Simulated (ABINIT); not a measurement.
Crystal: Si.

```
Si
1.0
     2.62054    0.00000    0.00000
    -1.31027    2.26946    0.00000
     0.00000    0.00000    2.46635
Si
1
Direct
  0.00000 0.00000 0.00000
```

This isn't the form of Si at room conditions, which is diamond.

```yaml
Program: ABINIT 10.8.3 (patched build)
Task: single point
Functional: PBE
Potentials_or_basis: JTH PAW PBE v2.0
Cutoff: 408 eV
k_mesh: 12 × 12 × 11
Occupations: fermi-dirac, width 0.05 eV
Spin: no spin polarisation
```

On this cell: pressure 3.1 GPa; band gap on the k mesh none (metal or under the smearing width).

The same run follows on a disturbed copy (cell strained at random at fixed volume):

```xyz
1
Lattice="2.6045 0.0052 -0.0115 -1.2978 2.2583 -0.0087 -0.0108 -0.0157 2.4911" Properties=species:S:1:pos:R:3 pbc="T T T"
Si   -0.0147   -0.0287   -0.0388
```

**Question.** What does the disturbed cell give?

**Answer.** The energy (extrapolated to zero smearing) moves by -0.5 meV/atom; pressure 2.9 GPa; band gap on the k mesh none (metal or under the smearing width).

Stress tensor (GPa, compression positive):
```
 3.66 -0.44  0.91
-0.44  3.16  1.35
 0.91  1.35  1.97
```
